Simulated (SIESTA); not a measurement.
Cs under changes of volume

One of the cells (122.477 Å³/atom); the others are scaled copies at fixed shape and fractional positions:

```
Cs
1.0
    -3.12847    3.12847    3.12847
     3.12847   -3.12847    3.12847
     3.12847    3.12847   -3.12847
Cs
1
Direct
  0.00000 0.00000 0.00000
```

- Program: SIESTA 5.4.2
- Functional: LDA
- Potentials or basis: PseudoDojo 0.4 standard (LDA files)
- Basis: DZP (energy shift 0.003 Ry; two zetas on semicore shells; d shell added on Cs)
- Grid cutoff: 500 Ry
- Energy shift: 0.003 Ry
- k mesh: 6 × 6 × 6
- Occupations: fermi-dirac, width 0.05 eV
- Spin: no spin polarisation

```tsv
volume (Å³/atom)	energy over the lowest point (meV/atom)	pressure (GPa)
115.128	0.00	-0.4
117.578	6.85	-0.5
120.027	14.14	-0.5
122.477	?	?
124.926	29.94	-0.5
127.376	38.40	-0.6
129.825	47.20	-0.6
```

**Question.** What does the run at 122.477 Å³/atom give?

**Answer.** Energy over the lowest point 21.85 meV/atom; pressure -0.5 GPa.

Worked out: A Birch-Murnaghan fit of order 3 (a polynomial in V^(-2/3)) to the other rows has no minimum within the range. It gives 21.85 meV/atom at 122.477 Å³/atom, against the run's 21.85, and -dE/dV = -0.5 GPa, against -0.5.

Energies are extrapolated to zero smearing.

Caveats: the basis of atomic orbitals isn't converged, which shifts pressures, moduli and gaps.
